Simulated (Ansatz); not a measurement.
Ti under changes of volume

One of the cells (16.731 Å³/atom); the others are scaled copies at fixed shape and fractional positions:

```
CELL_PARAMETERS angstrom
0.00000 2.03000 2.03000
2.03000 0.00000 2.03000
2.03000 2.03000 0.00000
ATOMIC_POSITIONS crystal
Ti 0.00000 0.00000 0.00000
```

This isn't the form of Ti at room conditions, which is hcp.

- Program: Ansatz 0.2.0
- Functional: LDA
- Potentials or basis: Ansatz PAW
- Cutoff: 420 eV (not typed: the program's choice for these potentials)
- k mesh: 11 × 11 × 11
- Occupations: fermi-dirac, width 0.05 eV
- Spin: no spin polarisation

| volume (Å³/atom) | energy over the lowest point (meV/atom) | pressure (GPa) |
| --- | --- | --- |
| 15.727 | ? | ? |
| 16.062 | 0.00 | -0.5 |
| 16.396 | 4.02 | -2.9 |
| 16.731 | 12.88 | -5.1 |
| 17.065 | 26.11 | -7.1 |
| 17.400 | 43.29 | -8.9 |
| 17.735 | 64.06 | -10.6 |

Question: What does the run at 15.727 Å³/atom give?

Answer: Energy over the lowest point 1.34 meV/atom; pressure 2.1 GPa.

Worked out: A Birch-Murnaghan fit of order 3 (a polynomial in V^(-2/3)) to the other rows has its minimum at 15.97 Å³/atom, just outside them, with B0 = V·E''(V) = 126 GPa and B' = 3.9. It gives 1.35 meV/atom at 15.727 Å³/atom, against the run's 1.34, and -dE/dV = 2.0 GPa, against 2.1.

Energies are extrapolated to zero smearing.

Caveats: the PAW data sets come from PBE, with cores solved anew for the run's functional, which leaves a small shift of forces and pressure.
